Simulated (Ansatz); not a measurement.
# Co (Cobalt) (100): surface energy and levels

Aim: for Co (Cobalt), compute energy, relaxation and work function or band edges of the (100) face.

Method: DFT PBE, scalar-relativistic, plane waves, PAW, in Ansatz 0.2.0.

1 further run of the same task is left out (set aside as unsound or not needed).

### Step 1. The system as given

Symmetry: P6_3/mmc, No. 194, hexagonal system. The conventional cell has a = 2.494 Å, b = 2.494 Å, c = 4.033 Å, α = 90.00°, β = 90.00°, γ = 120.00°. Co (site symmetry -6m2) has 12 Co at 2.48 to 2.49 Å as nearest neighbours.

Structure file:

```
Co
1.0
     2.49377    0.00000    0.00000
    -1.24688    2.15967    0.00000
     0.00000    0.00000    4.03307
Co
2
Direct
  0.33333 0.66667 0.25000
  0.66667 0.33333 0.75000
```

This cell was relaxed beforehand with the same method: volume 10.86 Å³/atom, gap on the mesh none (metal), site moments up to 1.7 μB.

The bulk reference comes from a run made before at the same settings: -5126.1511 eV/atom.

### Step 2. Cutting the (100) slab

Planes are indexed in the bulk's conventional cell (P6_3/mmc (No. 194)), a = 2.494 Å, b = 2.494 Å, c = 4.033 Å, α = 90.00°, β = 90.00°, γ = 120.00°.

Cut from the relaxed bulk: a (100) slab, 11.5 Å thick as cut, with 15 Å of vacuum; its outer planes are Co (top) and Co (bottom).

The slab as cut. Its planes from the bottom up:

| plane | atoms per cell | height over the lowest (Å) |
| --- | --- | --- |
| 1 | Co | 0.00 |
| 2 | Co | 0.72 |
| 3 | Co | 2.16 |
| 4 | Co | 2.88 |
| 5 | Co | 4.32 |
| 6 | Co | 5.04 |
| 7 | Co | 6.48 |
| 8 | Co | 7.20 |
| 9 | Co | 8.64 |
| 10 | Co | 9.36 |
| 11 | Co | 10.80 |
| 12 | Co | 11.52 |

### Step 3. The slab as cut, atoms at the bulk's places

The cell repeats along c, and a dipole correction in the vacuum removes the field between the copies.

Contents of input.yaml:

```yaml
crystal:
  lattice:
    - [2.4937685722, 0.0, 0.0]
    - [0.0, 4.0330681535, 0.0]
    - [0.0, 0.0, 26.5182236515]
  atoms:
    - { symbol: Co, position: [0.0, 0.75, 0.2828243739], spin: 1.86 }
    - { symbol: Co, position: [0.5, 0.25, 0.3099713271], spin: 1.86 }
    - { symbol: Co, position: [0.5, 0.75, 0.3642652337], spin: 1.86 }
    - { symbol: Co, position: [0.0, 0.25, 0.3914121869], spin: 1.86 }
    - { symbol: Co, position: [0.0, 0.75, 0.4457060935], spin: 1.86 }
    - { symbol: Co, position: [0.5, 0.25, 0.4728530467], spin: 1.86 }
    - { symbol: Co, position: [0.5, 0.75, 0.5271469533], spin: 1.86 }
    - { symbol: Co, position: [0.0, 0.25, 0.5542939065], spin: 1.86 }
    - { symbol: Co, position: [0.0, 0.75, 0.6085878131], spin: 1.86 }
    - { symbol: Co, position: [0.5, 0.25, 0.6357347663], spin: 1.86 }
    - { symbol: Co, position: [0.5, 0.75, 0.6900286729], spin: 1.86 }
    - { symbol: Co, position: [0.0, 0.25, 0.7171756261], spin: 1.86 }
basis:
  ecutwfc: 420
kpoints:
  mp_grid: { grid: [14, 9, 1] }
hamiltonian:
  xc: pbe
scf:
  occupations: { method: gaussian, width: 0.1 }
output:
  forces: true
  stress: true
  eigenvalues: true
  populations: true
magnetization:
  spin_polarized: true
efield:
  axis: 3
  dipole_correction: true
```

Run with:

```sh
> ansatz run input.yaml --threads 2 --pin off --max-ram 5120MiB --backend cpu --events-out ev --progress --plain --runs-dir out
```

Output:

```text
Warning: RAYON_NUM_THREADS=2 ignored (pool sized by the plan → 2); use --threads N
Engine: ansatz 0.2.0, x86_64-unknown-linux-gnu
Pseudopotentials: kind: paw
Pseudopotential: Co, paw, valence charge 17, recommended cutoff 420 eV (normal), Co.paw.azcp
Functional definition: PBE
  parameter kappa = 0.804
  parameter beta = 0.06672455060314922
  exchange = pbe_x(kappa = kappa, mu = beta*pi^2/3)
  correlation = pbe_c(beta = beta)
Crystal: 12 atoms, lattice volume = 266.708 Å³
Basis set: ecut = 420 eV, 5161 PW (Γ), exchange–correlation on 36×54×360 points (8 copies of the dense FFT grid, shifted against one another)
Bands: 136, of which v1, the nominal top of the filled ones, is band 102 counted from 1 (101 counted from 0)
Symmetry: 4 space group operations
k-points: 40 of 126
Non-local potential: Co, projectors of the file, l = 0: 3, l = 1: 2, l = 2: 3, l = 3: 1
PAW form: soft (Blöchl's): semilocal exchange-correlation on the pseudo side does not see the compensation charge
PAW one-centre angular grid: Co, 590 points (default); XC on 64 Gauss nodes
Initial density: superposition of atomic densities (neutral atoms: chi_scale 0, normalization atom)
Starting moments: Σ|m| = 22.32 μB on 12 of 12 sites
Initial wavefunctions: pseudopotential atomic-orbital guess
Functional: x = pbe(κ = 0.804, μ = 0.2195149727645171), c = pbe(β = 0.06672455060314922)
SCF iter   1: F=—  HF=-61506.308659 eV  |F-HF|=—  |Δ(HF+E_count)|=         —  Δρ=6.46e-2 (↑2.32e-2 ↓6.46e-2)  dr2=2.38e1  dr2_m=2.34e0  M=21.633 μB ∫|m|=22.383 μB  β_m=1.00  ethr=3.10e-3  p=0.000 e·Å  D=2.59e-13 V/Å  ΔV_dip=-0.00 eV  dr2_dipole=3.28e-9  V_vac-E_F(+/−)=7.54/7.54 eV  ⟨swp⟩=8.3  Hψ=49873  notcnv=0  defer=590
Mixer restart at iter 1: flushing history
efield: sawtooth ramp at fractional position 0.9500 (placed from the atoms, in the widest stretch of the axis that holds none; the zero of the levels goes with the place), width 0.1000; the density the first Hamiltonian is built on has a dipole p = 0.000 e·Å; the dipole correction subtracts the counter field D = 2.59e-13 V/Å, which shifts the + side's vacuum level by -0.00 eV against the − side's; the planar-averaged density in the ramp window peaks in size at 4.7e-6 e/Å³
preconditioner: auto → LDOS  [metal: Δε(μ)=0.002 eV  Ē_g=7.634 eV  σ=0.100 eV  W_gap=0.01  n_scr=66 (ndim 8)  ℏωp=23.6 eV  f_vac=0.463  D(μ)=12.18/eV (n_scr^D=88)]
spin=Collinear: LDOS preconditioning applied to the charge; magnetization (m = ρ↑ − ρ↓) channel mixes plain (no charge-response kernel on spin).
SCF iter   2: F=—  HF=-61502.710121 eV  |F-HF|=—  |Δ(HF+E_count)|=    3.60e0  Δρ=1.96e-2 (↑1.96e-2 ↓6.94e-3)  dr2=1.94e0  dr2_m=2.80e-1  M=21.405 μB ∫|m|=23.044 μB  β_m=0.31  ethr=3.10e-3  p=0.000 e·Å  D=4.79e-6 V/Å  ΔV_dip=-0.00 eV  dr2_dipole=1.49e-7  V_vac-E_F(+/−)=6.24/6.24 eV  ⟨swp⟩=2.7  Hψ=18791  notcnv=0  defer=1374
density mixer auto → msr1: a metal under ldos (density of states about μ 2.90 of a free-electron gas's, 66 screened modes)
SCF iter   3: F=—  HF=-61506.342559 eV  |F-HF|=—  |Δ(HF+E_count)|=    3.63e0  Δρ=9.26e-3 (↑9.26e-3 ↓6.96e-3)  dr2=4.30e-1  dr2_m=1.20e-1  M=21.023 μB ∫|m|=22.784 μB  β_m=0.44  ethr=9.50e-4  p=0.000 e·Å  D=6.72e-6 V/Å  ΔV_dip=-0.00 eV  dr2_dipole=2.27e-7  V_vac-E_F(+/−)=5.68/5.68 eV  ⟨swp⟩=2.9  Hψ=17680  notcnv=0  defer=1402
SCF iter   4: F=—  HF=-61509.750951 eV  |F-HF|=—  |Δ(HF+E_count)|=    3.41e0  Δρ=8.78e-3 (↑6.35e-3 ↓8.78e-3)  dr2=2.30e-1  dr2_m=7.99e-2  M=20.517 μB ∫|m|=22.422 μB  β_m=0.53  ethr=2.11e-4  p=0.000 e·Å  D=4.84e-6 V/Å  ΔV_dip=-0.00 eV  dr2_dipole=9.60e-9  V_vac-E_F(+/−)=5.04/5.04 eV  ⟨swp⟩=2.3  Hψ=20312  notcnv=0  defer=1408
SCF iter   5: F=—  HF=-61510.690309 eV  |F-HF|=—  |Δ(HF+E_count)|=   9.39e-1  Δρ=4.01e-3 (↑2.87e-3 ↓4.01e-3)  dr2=9.24e-2  dr2_m=6.72e-3  M=20.237 μB ∫|m|=22.115 μB  β_m=0.67  ethr=1.13e-4  p=0.000 e·Å  D=5.90e-6 V/Å  ΔV_dip=-0.00 eV  dr2_dipole=1.63e-7  V_vac-E_F(+/−)=4.92/4.92 eV  ⟨swp⟩=2.2  Hψ=18935  notcnv=0  defer=1404
SCF iter   6: F=—  HF=-61510.891043 eV  |F-HF|=—  |Δ(HF+E_count)|=   2.01e-1  Δρ=2.01e-3 (↑2.01e-3 ↓1.85e-3)  dr2=2.26e-2  dr2_m=1.97e-3  M=20.097 μB ∫|m|=22.026 μB  β_m=0.73  ethr=4.53e-5  p=0.000 e·Å  D=1.49e-6 V/Å  ΔV_dip=-0.00 eV  dr2_dipole=1.26e-7  V_vac-E_F(+/−)=4.81/4.81 eV  ⟨swp⟩=2.3  Hψ=21660  notcnv=0  defer=1420
SCF iter   7: F=—  HF=-61510.921934 eV  |F-HF|=—  |Δ(HF+E_count)|=   3.09e-2  Δρ=1.08e-3 (↑1.08e-3 ↓1.04e-3)  dr2=9.53e-3  dr2_m=1.14e-4  M=19.962 μB ∫|m|=21.959 μB  β_m=0.60  ethr=1.11e-5  p=0.000 e·Å  D=1.70e-6 V/Å  ΔV_dip=-0.00 eV  dr2_dipole=1.65e-7  V_vac-E_F(+/−)=4.70/4.70 eV  ⟨swp⟩=2.8  Hψ=21612  notcnv=0  defer=1420
SCF iter   8: F=—  HF=-61510.917323 eV  |F-HF|=—  |Δ(HF+E_count)|=   4.61e-3  Δρ=3.73e-4 (↑2.89e-4 ↓3.73e-4)  dr2=6.69e-4  dr2_m=3.43e-5  M=19.945 μB ∫|m|=21.957 μB  β_m=0.75  ethr=4.67e-6  p=-0.000 e·Å  D=-1.87e-7 V/Å  ΔV_dip=0.00 eV  dr2_dipole=2.59e-8  V_vac-E_F(+/−)=4.66/4.66 eV  ⟨swp⟩=2.2  Hψ=16993  notcnv=0  defer=1420
SCF iter   9: F=—  HF=-61510.920055 eV  |F-HF|=—  |Δ(HF+E_count)|=   2.73e-3  Δρ=1.96e-4 (↑6.46e-5 ↓1.96e-4)  dr2=9.03e-5  dr2_m=2.63e-5  M=19.967 μB ∫|m|=21.976 μB  β_m=0.83  ethr=3.28e-7  p=0.000 e·Å  D=1.02e-6 V/Å  ΔV_dip=-0.00 eV  dr2_dipole=7.75e-8  V_vac-E_F(+/−)=4.67/4.67 eV  ⟨swp⟩=2.7  Hψ=20659  notcnv=0  defer=1419
SCF iter  10: F=—  HF=-61510.920152 eV  |F-HF|=—  |Δ(HF+E_count)|=   9.72e-5  Δρ=8.87e-5 (↑6.59e-5 ↓8.87e-5)  dr2=5.60e-5  dr2_m=4.00e-6  M=19.970 μB ∫|m|=21.981 μB  β_m=0.75  ethr=4.43e-8  p=-0.000 e·Å  D=-1.56e-6 V/Å  ΔV_dip=0.00 eV  dr2_dipole=2.28e-7  V_vac-E_F(+/−)=4.67/4.67 eV  ⟨swp⟩=2.8  Hψ=20185  notcnv=0  defer=1419
SCF iter  11: F=—  HF=-61510.920151 eV  |F-HF|=—  |Δ(HF+E_count)|=   1.94e-6  Δρ=4.44e-5 (↑3.45e-5 ↓4.44e-5)  dr2=8.22e-6  dr2_m=8.78e-7  M=19.971 μB ∫|m|=21.983 μB  β_m=0.66  ethr=2.75e-8  p=0.000 e·Å  D=1.56e-6 V/Å  ΔV_dip=-0.00 eV  dr2_dipole=2.25e-7  V_vac-E_F(+/−)=4.66/4.66 eV  ⟨swp⟩=2.1  Hψ=17770  notcnv=0  defer=1419
SCF iter  12: F=—  HF=-61510.920149 eV  |F-HF|=—  |Δ(HF+E_count)|=   1.06e-6  Δρ=1.62e-5 (↑1.30e-5 ↓1.62e-5)  dr2=1.64e-6  dr2_m=1.52e-7  M=19.972 μB ∫|m|=21.984 μB  β_m=0.63  ethr=4.03e-9  p=-0.000 e·Å  D=-1.14e-6 V/Å  ΔV_dip=0.00 eV  dr2_dipole=1.18e-7  V_vac-E_F(+/−)=4.66/4.66 eV  ⟨swp⟩=2.8  Hψ=19851  notcnv=0  defer=1419
SCF iter  13: F=—  HF=-61510.920150 eV  |F-HF|=—  |Δ(HF+E_count)|=   6.77e-7  Δρ=5.58e-6 (↑5.58e-6 ↓4.72e-6)  dr2=2.39e-7  dr2_m=1.19e-8  M=19.971 μB ∫|m|=21.984 μB  β_m=0.54  ethr=8.05e-10  p=0.000 e·Å  D=7.63e-7 V/Å  ΔV_dip=-0.00 eV  dr2_dipole=5.53e-8  V_vac-E_F(+/−)=4.66/4.66 eV  ⟨swp⟩=2.5  Hψ=16989  notcnv=0  defer=1419
SCF iter  14: F=—  HF=-61510.920150 eV  |F-HF|=—  |Δ(HF+E_count)|=   2.18e-9  Δρ=3.17e-6 (↑3.17e-6 ↓3.00e-6)  dr2=9.68e-8  dr2_m=5.50e-9  M=19.971 μB ∫|m|=21.984 μB  β_m=0.46  ethr=1.17e-10  p=-0.000 e·Å  D=-4.89e-7 V/Å  ΔV_dip=0.00 eV  dr2_dipole=2.03e-8  V_vac-E_F(+/−)=4.66/4.66 eV  ⟨swp⟩=2.4  Hψ=18388  notcnv=0  defer=1419
SCF iter  15: F=-61510.920150 eV  HF=-61510.920150 eV  |F-HF|=2.18e-8  |Δ(HF+E_count)|=   6.04e-9  Δρ=2.72e-6 (↑1.05e-6 ↓2.72e-6)  dr2=3.11e-8  dr2_m=3.72e-9  M=19.971 μB ∫|m|=21.984 μB  ethr=4.74e-11  p=-0.000 e·Å  D=-1.52e-7 V/Å  ΔV_dip=0.00 eV  dr2_dipole=2.44e-10  V_vac-E_F(+/−)=4.66/4.66 eV  ⟨swp⟩=12.9  Hψ=62177  notcnv=0
SCF 1 converged in 15 iterations: F = -61510.920150 eV  dr2 = 3.11e-8
SCF converged after 15 iterations
Magnetization: 19.9712 μB (111.9856 up, 92.0144 down)
Absolute magnetization: 21.9915 μB (∫|ρ↑−ρ↓|, with the PAW one-centre terms)
Spin contamination: 0.3955 ħ² per cell (⟨S²⟩ above its minimum at these occupations)
Per-site moments (μB) at R_I (Å): [(1.8681681363410207, 1.0220822951588744), (1.7478785689748118, 1.0220822951588744), (1.7254380358884416, 1.0220822951588742), (1.7014749060985674, 1.0220822951588742), (1.6778318146858646, 1.0220822951588742), (1.678544987333467, 1.0220822951588742), (1.6785440543994639, 1.022082295158874), (1.677830349108414, 1.022082295158874), (1.7014716312600582, 1.0220822951588742), (1.7254362256919977, 1.0220822951588742), (1.747876418481175, 1.0220822951588742), (1.8681650612989125, 1.0220822951588742)]
Free energy (F): -61510.920150 eV
Harris-Foulkes:  -61510.920150 eV  (|F-HF|=2.18e-8)
Internal energy: -61510.857066 eV  (E = F + TS)
E sigma→0 (E₀):  -61510.888608 eV
Entropy (-TS):   -0.063084 eV (-5.257 meV/atom)
Fermi energy:    6.829237 eV
Dipole field:    D = -0.000018 V/Å  (p = -0.000027 e·Å, saw-weighted, corrected)
Work function:   Φ+ = 4.6606 eV   Φ− = 4.6601 eV
Levels:          The Fermi level and band energies are counted from a zero that moves with the ramp; work functions are not
--- Per-component energies (eV) ---
  E_band       = -5342.721252
  E_kinetic    = 5434.869733
  E_local      = -472235.827602  (includes V_loc(G=0)·N_el)
  E_nonlocal   = 5458.750396
  E_hartree    = 232162.855755
  E_xc         = -1901.601068
  E_vxc        = -2453.303914  (∫ρ·V_xc dr)
  E_paw        = -18187.960519  (= ΣΔE_a)
  E_vpaw       = -5872.979568  (= ΣTr[D̂ρ^β])
  E_aug_tail   = 0.000951  (compensation charges beyond the density's cutoff)
  E_efield     = 0.000000  (sawtooth field / dipole correction)
  E_vefield    = 0.000000  (∫n·V_field dr)
  E_ewald      = 187758.055288
  E_smearing   = -0.063084  (= −TS)
  E_closure    = -0.000000  (closes the sum)
  Σ components = -61510.920150   (vs F -61510.920150, Δ=0.00e0)
--- Forces (eV/Å), atoms counted from 1 ---
  atom   1  Co    -0.00000000     0.00000000     0.49898550
  atom   2  Co    -0.00000000     0.00000000    -0.17914002
  atom   3  Co     0.00000000    -0.00000000    -0.27015445
  atom   4  Co    -0.00000000     0.00000000    -0.06127080
  atom   5  Co    -0.00000000    -0.00000000     0.01588114
  atom   6  Co     0.00000000     0.00000000     0.01380219
  atom   7  Co    -0.00000000     0.00000000    -0.01381515
  atom   8  Co    -0.00000000     0.00000000    -0.01589387
  atom   9  Co    -0.00000000     0.00000000     0.06126881
  atom  10  Co     0.00000000    -0.00000000     0.27015453
  atom  11  Co     0.00000000     0.00000000     0.17915540
  atom  12  Co     0.00000000    -0.00000000    -0.49896523
  max |Σ_I F_I| component: 8.04e-6 eV/Å
--- Stress (GPa, compression-positive) ---
       -2.135365      -0.000000       0.000000
       -0.000000      -2.215195      -0.000000
        0.000000      -0.000000      -1.024978
  P = ⅓ Tr σ = -1.7918 GPa (-17.918 kbar)
--- Band table (eV; the first three rows and the last of 80) ---
  k-point 0 ↑: bands = ["-89.3082", "-89.3080", "-89.2369", "-89.2302", "-89.2220", "-89.2208", "-89.2144", "-89.1965", "-89.1844", "-89.1842", "-89.1779", "-89.1709", "-52.6707", "-52.6658", "-52.6569", "-52.6549", "-52.6086", "-52.5817", "-52.5757", "-52.5595", "-52.5581", "-52.5449", "-52.5312", "-52.5295", "-52.5040", "-52.4845", "-52.4837", "-52.4693", "-52.4425", "-52.4214", "-52.4105", "-52.4089", "-52.4021", "-52.4001", "-52.3910", "-52.3849", "-52.3646", "-52.3612", "-52.3560", "-52.3515", "-52.3431", "-52.3428", "-52.3381", "-52.3330", "-52.3245", "-52.3117", "-52.2584", "-52.2584", "-2.0021", "-1.4137", "-0.4646", "0.6247", "1.4835", "1.7478", "1.9137", "2.0687", "2.1224", "2.2852", "2.4020", "2.5283", "2.5707", "2.6530", "3.1210", "3.6007", "3.7125", "3.7583", "3.8370", "3.9132", "4.0626", "4.0768", "4.1039", "4.1713", "4.2460", "4.2892", "4.2990", "4.3034", "4.3267", "4.3614", "4.3669", "4.4440", "4.4610", "4.4955", "4.5101", "4.5521", "4.5565", "4.5675", "4.5961", "4.5970", "4.6146", "4.7044", "4.7493", "4.7685", "4.7732", "4.8275", "4.8352", "4.9386", "4.9925", "5.1471", "5.1816", "5.4531", "5.5105", "5.5724", "5.7007", "5.7909", "5.8445", "5.9962", "6.0289", "6.0379", "6.1252", "6.1560", "6.1742", "6.1833", "6.2063", "6.5719", "7.2163", "7.6094", "8.5062", "10.0393", "10.4136", "10.9710", "11.7001", "11.8541", "12.0112", "13.1330", "13.2584", "13.4411", "13.4445", "13.4838", "13.8094", "14.2064", "14.8924", "15.2023", "16.0356", "16.7634", "17.0530", "17.1342"]
[... 3 lines left out ...]
--- Löwdin populations: 12 sites ---
  site symbol       q [e]    m [muB]
     0     Co     16.7752     1.8913
     1     Co     16.8035     1.7341
     2     Co     16.7812     1.7192
     3     Co     16.7836     1.7011
     4     Co     16.7825     1.6689
     5     Co     16.7784     1.6675
     6     Co     16.7784     1.6675
     7     Co     16.7825     1.6689
     8     Co     16.7836     1.7011
     9     Co     16.7812     1.7192
    10     Co     16.8035     1.7341
    11     Co     16.7752     1.8913
  spilling = 0.012702 (of n_electrons = 204.000000)
```

It took 9.4 min on 2 threads of Intel Xeon at 2.50GHz (Skylake/Cascade Lake), shared host; peak memory 2 GiB.

This gives work function 4.66 eV.

Per atom:

| atom | moment in the atom's sphere (μB) | Löwdin electrons |
| --- | --- | --- |
| Co1 | 1.87 | 16.78 |
| Co2 | 1.75 | 16.80 |
| Co3 | 1.73 | 16.78 |
| Co4 | 1.70 | 16.78 |
| Co5 | 1.68 | 16.78 |
| Co6 | 1.68 | 16.78 |
| Co7 | 1.68 | 16.78 |
| Co8 | 1.68 | 16.78 |
| Co9 | 1.70 | 16.78 |
| Co10 | 1.73 | 16.78 |
| Co11 | 1.75 | 16.80 |
| Co12 | 1.87 | 16.78 |

The Löwdin counts miss 2.59 of the 204 electrons, which the atomic orbitals do not span, so they are no charges.

[end of part 1 of 2]
